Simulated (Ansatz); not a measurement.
# HfO2 monolayer (2H): phonons and vibrational spectra, part 2 of 3

Wanted: phonon frequencies of HfO2 monolayer (2H) and what follows from them.

Ansatz 0.2.0; DFT PBEsol, scalar-relativistic, plane waves, PAW.

So far. Step 4 (Relaxing to small forces for the phonons): The largest force component left is 0.59 meV/Å, within the tolerances set.

### 5. Modes at Γ

The zone centre comes first: it holds the modes that light can see, as far as symmetry allows. The response to a homogeneous field gives the Born charges and the dielectric tensor, and its change with displacement the Raman tensors.

Input file input.yaml:

```yaml
crystal:
  lattice:
    - [3.0837656031, 0.0, 0.0]
    - [-1.5418828015, 2.6706193516, 0.0]
    - [0.0, 0.0, 28.7]
  atoms:
    - { symbol: Hf, position: [0.3333333333, 0.6666666667, 0.3484320557] }
    - { symbol: O, position: [0.6666666667, 0.3333333333, 0.3887651227] }
    - { symbol: O, position: [0.6666666667, 0.3333333333, 0.3080989888] }
  periodic: [true, true, false]
kpoints:
  mp_grid: { grid: [12, 12, 1] }
hamiltonian:
  xc: pbesol
scf:
  occupations: { method: fixed }
output:
  eigenvalues: true
phonons:
  method: dfpt
  dielectric: true
  raman: true
```

Started as:

```
$ ansatz run input.yaml --threads 8 --pin off --max-ram 14336MiB --backend cpu --events-out ev --progress --plain --runs-dir out
```

Numbers of over 12 decimals in the logs are rounded to 6 here.

What it wrote:

```text
Warning: phonons.dielectric: true without phonons.rigid_motions: the static dielectric tensor ε⁰ will be withheld (ε∞, Z* and the rows of modes are given); for a crystal or a slab, whose only rigid motions are the translations, set phonons.rigid_motions: translations
Warning: crystal.symmetry: narrowed to the stabiliser of the run's FFT grids — unitary ops 12 → 6. A phonons.method: dfpt run fills in the rows of the dynamical matrix that it does not solve by its symmetry operations, which is exact only for operations that map its FFT grids onto themselves: filled in by any other, the frequencies could depend on the order in which like atoms are typed, or, by more than the grids' own error, on where the crystal sits among the grids' points. Excluded: 6 operations. The run can therefore solve more perturbations, solve them on more k-points, or both, and cost more. [rest of the remark cut]
[...]
Crystal: 3 atoms, lattice volume = 236.361 Å³
Basis set: ecut = 420 eV, 4607 PW (Γ), exchange–correlation on 48×48×384 points (8 copies of the dense FFT grid, shifted against one another)
Bands: 23, of which v1, the nominal top of the filled ones, is band 19 counted from 1 (18 counted from 0)
Symmetry: 12 space group operations
k-points: 43 of 144 (irreducible under 2 space group operations, time reversal used)
[...]
SCF iter   1: F=—  HF=-16722.853000 eV  |F-HF|=—  |Δ(HF+E_count)|=         —  Δρ=6.89e-3  dr2=8.37e-2  ethr=1.77e-3  ⟨swp⟩=7.0  Hψ=5893  notcnv=0  defer=85
[...]
SCF iter  10: F=-16722.836840 eV  HF=-16722.836840 eV  |F-HF|=1.09e-11  |Δ(HF+E_count)|=  2.36e-10  Δρ=1.20e-7  dr2=1.59e-11  ethr=1.00e-12  ⟨swp⟩=20.0  Hψ=9773  notcnv=0
SCF 1 converged in 10 iterations: F = -16722.836840 eV  dr2 = 1.59e-11
[...]
DFPT response loops at Γ: preconditioner auto → none (the input reference at scf.mixing.eps_inf says where Resta's filter doesn't serve); β = 0.50; Broyden in place of MSR1
── the response to a field inside a basis, on 12×12×1 k-points: an SCF that follows is theirs, and a resumed run solves both again ──
Bands: 20, of which v1, the nominal top of the filled ones, is band 19 counted from 1 (18 counted from 0)
k-points: 42 of 144 (irreducible under 2 space group operations, time reversal used)
[...]
Eigensolver: Dense (42 Hₖ)
SCF iter   1: F=—  HF=-16722.835215 eV  |F-HF|=—  |Δ(HF+E_count)|=         —  Δρ=1.80e-4  dr2=1.51e-5  ethr=1.00e-1
[...]
SCF iter   7: F=-16722.835213 eV  HF=-16722.835213 eV  |F-HF|=3.64e-11  |Δ(HF+E_count)|=  3.20e-10  Δρ=6.58e-8  dr2=8.70e-12  ethr=1.27e-12
SCF 1 converged in 7 iterations: F = -16722.835213 eV  dr2 = 8.70e-12
[...]
SCF converged after 10 iterations
Free energy (F): -16722.836840 eV
[...]
Internal energy: -16722.836840 eV  (E = F + TS)
E sigma→0 (E₀):  -16722.836840 eV
Fermi energy:    -8.226221 eV
[...]
--- Band table (eV; the first three rows and the last of 43) ---
  k-point 0: bands = [... 15 lower, -11.3960, -9.9750, -9.9750, -8.4475, -4.5764, -2.8026, -1.9908, -1.9908]
  k-point 1: bands = [... 15 lower, -11.2864, -10.0870, -10.0699, -8.3833, -4.4591, -2.9425, -1.9507, -1.6782]
  k-point 2: bands = [... 15 lower, -10.9879, -10.3482, -10.3148, -8.2862, -4.8179, -2.2678, -1.9305, -1.8124]
  k-point 42: bands = [... 15 lower, -11.2858, -10.2474, -9.9919, -8.3438, -6.2221, -2.3245, -0.9488, -0.0024]
--- Phonons (Γ-DFPT): 6 representative perturbations + reference, on 43 of 144 k-points (Σ response iterations 26) ---
  ASR residual: 1.682e-4 → 0.000e0 eV/Å²; symmetrization residual: 1.362e-5 eV/Å²
  The last average, over the group as it would stand without the narrowing to the FFT grids, took up to 2.715e-6 eV/Å² of the zone centre's force constants
  ASR residual per site (eV/Å²): 1.68e-4 6.66e-5 7.72e-5
  Γ frequencies (cm⁻¹): -173.50 -173.50 0.00 0.00 0.00 378.99 378.99 552.17 694.78
  ε∞ (high-frequency dielectric tensor):
        1.698309     0.000000     0.000000
        0.000000     1.698309     0.000000
        0.000000     0.000000     1.115975
  α∞ (the layer's polarisability for a field applied outside it; Å, Gaussian; ε∞ is over the cell's 28.700 Å):
        1.594850     0.000000     0.000000
        0.000000     1.594850     0.000000
        0.000000     0.000000     0.264872
  ε⁰ (static dielectric tensor): not given — the deck does not say what the cell's rigid motions are, and on a molecule in a box or a wire the rigid rotations would enter the sum over the modes at Γ. For a crystal or a slab, whose only rigid motions are the translations, set phonons.rigid_motions: translations.
  Born effective charges Z* (e; rows j = field, columns β = displacement):
    site 0:
         4.63981    0.00000    0.00000
         0.00000    4.63981    0.00000
         0.00000    0.00000    0.81702
    site 1:
        -2.31990   -0.00000    0.00000
        -0.00000   -2.31990    0.00000
         0.00000    0.00000   -0.40851
    site 2:
        -2.31990   -0.00000   -0.00000
        -0.00000   -2.31990   -0.00000
        -0.00000   -0.00000   -0.40851
  Z* charge neutrality: 5.522e-5 e pre-enforcement
  k-mesh period / interband length: 28.7 Å / 0.94 Å = 30.39 at k = (0.0000, 0.0000, 0.0000), direct gap 3.871 eV — 14 or more, which is no proof of convergence; an axis of the mesh has one division: compare the results on two meshes, or along an axis of vacuum in a longer cell
  Raman tensors (in the event stream and the table raman_tensors.tsv): an entry may err by 3.3e-2 Å², one of the second-order susceptibility by 3.0e-2 pm/V (basis, points and sum rule); their sum over the sites missed zero by 1.048e-4 Å² ahead of its enforcement
  optical modes at Γ without the LO–TO term, one row a degenerate level:
      ω (cm⁻¹)  modes    IR ((D/Å)²/amu)  static Raman (Å⁴/amu)  depolarisation
       -173.50      2             0.0000                 5.7303           0.750
        378.99      2            36.6087                33.0147           0.750
        552.17      1             0.5676                 0.0000               —
        694.78      1             0.0000               126.4825           0.103
```

Wall time 2.6 min (8 threads of Arm Neoverse V1, shared host); peak memory 3 GiB; 19 min of CPU time.

Reading the cycles: dr2 is the Hartree energy of the density residual (eV), the measure of convergence; HF is the Harris–Foulkes estimate of the energy, which meets the free energy F at convergence.

Numbers from this step:

```yaml
sum_rule_residual_before_enforcement: 1.68e-4 eV/Å²
miss_of_the_charge_sum_rule: 5.52e-5 e
point_group: -6m2
highest_optical_mode_at_the_zone_centre_no_lo_to_term: 694.8 cm⁻¹
lowest_optical_zone_centre_mode: -173.5 cm⁻¹
largest_born_charge_third_of_the_trace: 3.366 e
```

Without the LO-TO term. Patterns of degenerate modes are one choice out of their space. The modes at Γ (shares of kinetic energy by element, %) (negative means imaginary):

```csv
mode,frequency (cm⁻¹),symmetry,Hf %,O %
1,-173.5,E'',0,100
2,-173.5,E'',0,100
3,0.0,acoustic,85,15
4,0.0,acoustic,85,15
5,0.0,acoustic,85,15
6,379.0,E',15,85
7,379.0,E',15,85
8,552.2,A2'',15,85
9,694.8,A1',0,100
```

Displacements in mode 1 (-173.5 cm⁻¹), the largest set to 1:
```
Hf1  0.00  0.00  0.00
O2   0.73  1.00  0.00
O3  -0.73 -1.00  0.00
```

Displacements in mode 9 (694.8 cm⁻¹), the largest set to 1:
```
Hf1  0.00  0.00  0.00
O2   0.00  0.00 -1.00
O3   0.00  0.00  1.00
```

High-frequency dielectric tensor, averaged over the cell of height 28.7 Å or as lengthened by the program, vacuum included. Tensor:

```csv
,x,y,z
x,1.698,0,0
y,0,1.698,0
z,0,0,1.116
```

Born charge (rows field, columns displacement) (e), principal values of the symmetric part by kind of site:

```csv
atom,atoms with these values,low,middle,high,mean
Hf1,1,0.82,4.64,4.64,3.37
O2,2,-2.32,-2.32,-0.41,-1.68
```

In full for Hf1:

```
4.64 0.00 0.00
0.00 4.64 0.00
0.00 0.00 0.82
```

Transverse modes; imaginary modes are left out. Infrared lines, with heights relative to the strongest:

```csv
position (cm⁻¹),label,relative intensity
379,E',100
552,A2'',1.6
695,A1',0.0
```

Activity x (w_L - w)^4 (n + 1)/w, 532 nm, 300 K; imaginary modes are left out; the tensors are static ones, while 532 nm light lies above the computed direct gap, where resonance would change the heights. Raman lines, with heights relative to the strongest:

```csv
position (cm⁻¹),label,relative intensity
379,E',59
552,A2'',0.0
695,A1',100
```

Before it was imposed, the acoustic sum rule was missed by 1.7e-4 eV/Å² and the charge sum rule by 5.5e-5 e. Small misses are needed for a sound result but don't prove that mesh and cutoff are converged. The lowest optical mode is imaginary, 173.5i cm⁻¹, so the energy falls along it.

### 6. Response at finite wavevector

Stability and thermal properties need the whole zone. Linear response on a 6×6×1 q mesh gives force constants as far as a supercell of that size would, and the tensors from the zone-centre run are typed in so that the long-range dipole term is interpolated apart.

input.yaml, the sections that differ from step 5:

```yaml
phonons:
  method: dfpt
  qmesh: [6, 6, 1]
  temperatures: { t_max: 1000, t_step: 50 }
  qpath:
    path:
      - [0.0, 0.0, 0.0]
      - [0.5, 0.0, 0.0]
      - [0.33333333, 0.33333333, 0.0]
      - [0.0, 0.0, 0.0]
    npoints: 10
  isolated: true
  non_analytic_term:
    high_frequency_dielectric_tensor: [[1.6983, 0.0, 0.0], [0.0, 1.6983, 0.0], [0.0, 0.0, 1.116]]
    born_effective_charges:
      - { species: Hf, tensor: [[4.6398, 0.0, 0.0], [0.0, 4.6398, 0.0], [0.0, 0.0, 0.817]] }
      - { species: O, tensor: [[-2.3199, 0.0, 0.0], [0.0, -2.3199, 0.0], [0.0, 0.0, -0.4085]] }
      - { species: O, tensor: [[-2.3199, 0.0, 0.0], [0.0, -2.3199, 0.0], [0.0, 0.0, -0.4085]] }
    source: "zone-centre run at this cell"
# crystal, kpoints, hamiltonian, scf, output: as in step 5
```

What it wrote:

```text
Warning: phonons: the dynamical matrix that this run interpolates holds no multipole term above the dipole-dipole one, and a site of this crystal is no centre of inversion, so its interpolated transverse optical and acoustic branches and sound speeds can stay off near Gamma, and the density of states and the thermodynamics with them. What a run solves at a wave vector of phonons.qpoints, Gamma apart, where the deck admits one, is free of this, and under fd what a larger phonons.supercell samples
[...]
Crystal: 3 atoms, lattice volume = 236.361 Å³
Basis set: ecut = 420 eV, 4607 PW (Γ), exchange–correlation on 48×48×384 points (8 copies of the dense FFT grid, shifted against one another)
Bands: 23, of which v1, the nominal top of the filled ones, is band 19 counted from 1 (18 counted from 0)
Symmetry: 12 space group operations
k-points: 19 of 144 (irreducible under 6 space group operations, time reversal used)
[...]
SCF iter   1: F=—  HF=-16722.852973 eV  |F-HF|=—  |Δ(HF+E_count)|=         —  Δρ=6.91e-3  dr2=8.41e-2  ethr=1.77e-3  ⟨swp⟩=6.9  Hψ=2603  notcnv=0  defer=38
[...]
SCF iter  11: F=-16722.836840 eV  HF=-16722.836840 eV  |F-HF|=1.82e-11  |Δ(HF+E_count)|=  1.82e-11  Δρ=3.17e-8  dr2=1.86e-12  ethr=1.00e-12  ⟨swp⟩=18.0  Hψ=3944  notcnv=0
SCF 1 converged in 11 iterations: F = -16722.836840 eV  dr2 = 1.86e-12
[...]
NSCF: frozen V_eff on 19 k-points
[...]
DFPT response loops at q = (0, 0, 0) (fractional): preconditioner auto → none (the input reference at scf.mixing.eps_inf says where Resta's filter doesn't serve); β = 0.50; Broyden in place of MSR1
[...]
SCF converged after 11 iterations
Free energy (F): -16722.836840 eV
[...]
Internal energy: -16722.836840 eV  (E = F + TS)
E sigma→0 (E₀):  -16722.836840 eV
Fermi energy:    -8.226220 eV
[...]
--- Band table (eV; the first three rows and the last of 19) ---
  k-point 0: bands = [... 15 lower, -11.3960, -9.9750, -9.9750, -8.4475, -4.5764, -2.8026, -1.9908, -1.9908]
  k-point 1: bands = [... 15 lower, -11.2864, -10.0870, -10.0699, -8.3833, -4.4591, -2.9425, -1.9507, -1.6782]
  k-point 2: bands = [... 15 lower, -10.9879, -10.3482, -10.3148, -8.2862, -4.8179, -2.2678, -1.9305, -1.8124]
  k-point 18: bands = [... 15 lower, -11.0607, -10.8521, -9.6830, -8.4812, -6.1270, -3.1638, -0.3720, 0.7561]
--- Phonons (Γ-DFPT): 6 representative perturbations + reference (Σ response iterations 24) ---
  ASR residual: 4.544e-5 → 0.000e0 eV/Å²; symmetrization residual: 1.549e-6 eV/Å²
[...]
ASR residual per site (eV/Å²): 4.54e-5 3.82e-5 3.78e-5
  Γ frequencies (cm⁻¹): -173.50 -173.50 0.00 0.00 0.00 378.99 378.99 552.17 694.78
--- Phonons (arbitrary-q DFPT): 7 irreducible q on the 6×6×1 mesh ---
  q = [0.0000, 0.0000, 0.0000] (star 1, of the zone-centre solve; hermiticity 1.02e-7, symmetrization 8.22e-11, taken by the last average 4.09e-8): -173.50 -173.50 -0.00 0.00 0.00 378.99 378.99 552.17 694.78
  q = [0.0000, 0.1667, 0.0000] (star 6, 9 solved perturbations on 78 of 144 k-point pairs; hermiticity 1.46e-7, symmetrization 1.43e-10, taken by the last average 1.67e-8): -82.52 -70.95 66.97 74.10 129.82 362.07 508.04 551.27 688.64
[...]
q = [0.1667, 0.1667, 0.0000] (star 6, 6 solved perturbations in 666 linear systems a pass and spin channel, the states on 144 of 144 k-point pairs; hermiticity 9.15e-8, symmetrization 2.14e-11, taken by the last average 3.54e-7): -73.09 131.40 137.42 199.09 239.74 341.90 467.78 550.44 680.98
[...]
sum rule: each row above includes the acoustic sum rule's correction from the zone centre's row sums; it moved no ω² by more than (0.81 cm⁻¹)²
  mesh force constants: q→R imaginary residual 4.84e-19; ASR residual 4.544e-5 → 0.000e0 eV/Å²; symmetrization residual 7.105e-15 eV/Å²
  interpolated dispersion: 31 rows × 9 modes
  density of states and harmonic sums: on the 24×24×1 q-mesh, interpolated from the force constants of a 6×6×1 supercell (with the dipole–dipole term of supplied tensors)
  largest difference from the sums on the solved wave vectors: F 4.04e-2 eV, S 5.30e-5 and C_V 1.25e-5 eV/K
  zero-point energy: 0.172720 eV/cell   skipped modes (ω ≤ 0): 74, of them read as no rigid motion or as one in doubt: 71 (1.127e0 modes/cell left out, lowest -173.50 cm⁻¹)   left out of the sums: 1.26e-1 of the cell's modes: C_V's classical limit lies that fraction below 3 k_B per atom; for a crystal, a wire or a layer, F and S can be off by more, and a phonons.interpolated_qmesh denser along its periods is the remedy for the sampling
```

Elapsed: 6.9 min, on 8 threads; peak memory 2.2 GiB.

This step gave:

* sum-rule residual before enforcement: 4.54e-5 eV/Å²
* lowest frequency on the path: -173.5 cm⁻¹
* highest frequency on the path or at a solved wavevector: 694.8 cm⁻¹
* lowest mode on the q mesh (acoustic modes at Γ apart): -173.5 cm⁻¹

Frequencies (cm⁻¹) solved at each irreducible wavevector; negative means imaginary. Frequencies by wavevector, by row:

```csv
q in reciprocal lattice units,star,mode 1,mode 2,mode 3,mode 4,mode 5,mode 6,mode 7,mode 8,mode 9
0 0 0,1,-173.5,-173.5,0,0,0,379,379,552.2,694.8
0 0.1667 0,6,-82.5,-71,67,74.1,129.8,362.1,508,551.3,688.6
0 0.3333 0,6,-80.7,124,208.8,234.2,249.1,326.5,454.9,549,679.3
0 -0.5 0,3,-92.8,149.9,260,277.4,305.9,306.6,429.6,540.5,675.1
0.1667 0.1667 0,6,-73.1,131.4,137.4,199.1,239.7,341.9,467.8,550.4,681
0.1667 0.3333 0,12,-95,182.5,210.3,253.6,330.9,332,432.2,535.1,673.8
0.3333 0.3333 0,2,-106,205.3,230.8,241.5,351.3,365.6,422,520.2,670.4
```

(Continued in part 3 of 3.)

[Logs are printed without paths, hosts, clocks, repeated set-up lines and the standing remarks that a program may print on its own settings, such as how far it seeks lower states.]

[Hosts, paths, dates, database ids (printed as entryN), source tags and the programs' standing remarks are cut or masked in the printed files.]
